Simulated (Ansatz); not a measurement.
## Co under changes of volume

One of the cells (10.640 Å³/atom); the others are scaled copies at fixed shape and fractional positions:

```
CELL_PARAMETERS angstrom
2.47200 0.00000 0.00000
-1.23600 2.14081 0.00000
0.00000 0.00000 4.02114
ATOMIC_POSITIONS crystal
Co 0.66667 0.33333 0.75000
Co 0.33333 0.66667 0.25000
```

```yaml
Program: Ansatz 0.2.0
Functional: LDA
Potentials_or_basis: all-electron LAPW, scalar-relativistic
Cutoff: 315 eV (chosen from the basis error)
Basis_error_allowed: 0.001 eV/atom
k_mesh: 12 × 12 × 7
Occupations: fermi-dirac, width 0.05 eV
Spin: collinear spin, ferromagnetic start
Starting_moments: "[2.0, 2.0] μB"
```

```tsv
volume (Å³/atom)	energy over the lowest point (meV/atom)	pressure (GPa)	moment (μB per cell)
10.002	0.00	-0.4	2.98
10.215	4.50	-5.9	3.00
10.427	15.95	-10.7	3.04
10.640	33.19	-14.8	3.09
10.853	55.27	-18.3	3.15
11.066	81.75	-21.5	3.19
11.279	?	?	?
```

What does the run at 11.279 Å³/atom give?

Energy over the lowest point 112.21 meV/atom; pressure -24.3 GPa; moment 3.24 μB per cell.

Worked out: A Birch-Murnaghan fit of order 3 (a polynomial in V^(-2/3)) to the other rows has its minimum at 9.98 Å³/atom, just outside them, with B0 = V·E''(V) = 286 GPa and B' = 6.3 at fixed shape and positions, which overstates the stiffness. It gives 111.64 meV/atom at 11.279 Å³/atom, against the run's 112.21, and -dE/dV = -23.7 GPa, against -24.3. A parabola through the other rows of the moment, of slope 0.313 μB per Å³/atom there, extrapolates to 3.26 μB, against the run's 3.24.

Energies are extrapolated to zero smearing.
